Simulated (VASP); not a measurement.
Write the native input for VASP 6.6.1 that does the following.

```yaml
Task: single point
Functional: HSE06
Potentials_or_basis: VASP PAW PBE potentials, release 64 (Ba_sv, Ti_sv, O)
Cutoff: 520 eV
k_mesh: 6 × 6 × 6
Occupations: gaussian, width 0.02 eV
Spin: no spin polarisation
Grid_for_exact_exchange_PRECFOCK: Fast
Screening_parameter: 0.2 1/A
Further_INCAR_settings: ALGO = Normal; EDIFF = 1e-06
```

BaTiO3:

```
Ba Ti O
1.0
     2.82799    1.63274    2.31744
    -2.82799    1.63274    2.31744
     0.00000   -3.26548    2.31744
Ba Ti O
1 1 3
Direct
  0.00021 0.00021 0.00021
  0.51216 0.51216 0.51216
  0.48866 0.98140 0.48866
  0.48866 0.48866 0.98140
  0.98140 0.48866 0.48866
```

The cell is a database's computed one.

These files were run (other wordings do the same):

POSCAR

```
BaTiO3
1.0
    2.8279900000      1.6327400000      2.3174400000
   -2.8279900000      1.6327400000      2.3174400000
    0.0000000000     -3.2654800000      2.3174400000
Ba Ti O
1 1 3
Direct
    0.0002100000      0.0002100000      0.0002100000
    0.5121600000      0.5121600000      0.5121600000
    0.4886600000      0.9814000000      0.4886600000
    0.4886600000      0.4886600000      0.9814000000
    0.9814000000      0.4886600000      0.4886600000
```

INCAR.step1

```
PREC = Accurate
ENCUT = 520
EDIFF = 1E-5
ISMEAR = 0
SIGMA = 0.02
LREAL = False
LASPH = True
NELM = 80
ALGO = Normal
ISIF = 2
LWAVE = True
LCHARG = False
GGA = PE
```

INCAR.step2

```
PREC = Accurate
ENCUT = 520
EDIFF = 1E-6
ISMEAR = 0
SIGMA = 0.02
LREAL = False
LASPH = True
NELM = 80
ALGO = Normal
ISIF = 2
LWAVE = False
LCHARG = False
GGA = PE
LHFCALC = True
HFSCREEN = 0.2
PRECFOCK = Fast
ISTART = 1
```

KPOINTS

```
regular mesh
0
Gamma
  6 6 6
```

Potentials or basis: VASP PAW PBE potentials, release 64 (Ba_sv, Ti_sv, O).

Launch:

```sh
$ cat potpaw_PBE.64/Ba_sv/POTCAR potpaw_PBE.64/Ti_sv/POTCAR potpaw_PBE.64/O/POTCAR > POTCAR
$ cp INCAR.step1 INCAR
$ mpirun -np 1 vasp_std > vasp.out
$ cp INCAR.step2 INCAR
$ mpirun -np 1 vasp_std > vasp.out
```

Results of the run:

```
Pressure               : 1.0 GPa
Largest force          : 0.186 eV/Å
Band gap on the k mesh : 3.79 eV, indirect (least direct gap 4.16 eV)
```

Caveat: the PAW data sets were made with another functional, which shifts forces and pressure a little; spin-orbit coupling is left out, which moves the levels of the heavy elements.

Wall time 3 h on 1 thread of AMD EPYC 7R43 64-Core Processor (Zen 3), with other jobs on the host, peak memory 0.31 GiB.
